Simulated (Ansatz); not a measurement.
## Bands of Re

```
CELL_PARAMETERS angstrom
-1.55703 1.55703 1.55703
1.55703 -1.55703 1.55703
1.55703 1.55703 -1.55703
ATOMIC_POSITIONS crystal
Re 0.00000 0.00000 0.00000
```

The cell was built from the bcc type and relaxed in the same program, and has space group Im-3m; it needn't be a known or the stable phase.

Spin polarisation is left out, and whether a magnetic state lies lower isn't shown here.

Spin–orbit coupling is left out, though it moves levels of the heavy atoms by tenths of an eV or more.

Level of theory: DFT, PBE, all-electron LAPW, scalar-relativistic (Ansatz 0.2.0).

Numerical set-up: a Γ-centred 15×15×15 k mesh, Fermi–Dirac smearing of 0.05 eV, basis error target 0.25 meV/atom, no spin polarisation.

Points in fractions of the reciprocal vectors of this cell: Γ (0, 0, 0), H (0.5, -0.5, 0.5), N (0, 0, 0.5), P (0.25, 0.25, 0.25). The path joins them by straight lines in the order Γ–H–N–Γ–P–H–P–N; legs that retrace an earlier one aren't tabulated. Energies are in eV from the Fermi level.

**Question.** Is there a gap?

**Answer.** none: with an odd electron count and no spin polarisation the bands can't all be full, a metal in this set-up (spin order or a larger cell could open a gap).

**Question.** List the levels between -14 and 7.5 eV at the symmetry points.

**Answer.** 
Γ: -10.59, -2.63 (×3), 0.77 (×2)
H: -6.91 (×2), 3.46 (×3)
N: -7.33, -4.82, -0.08, 0.64, 1.52, 4.37
P: -4.13 (×3), 1.66 (×2), 5.87
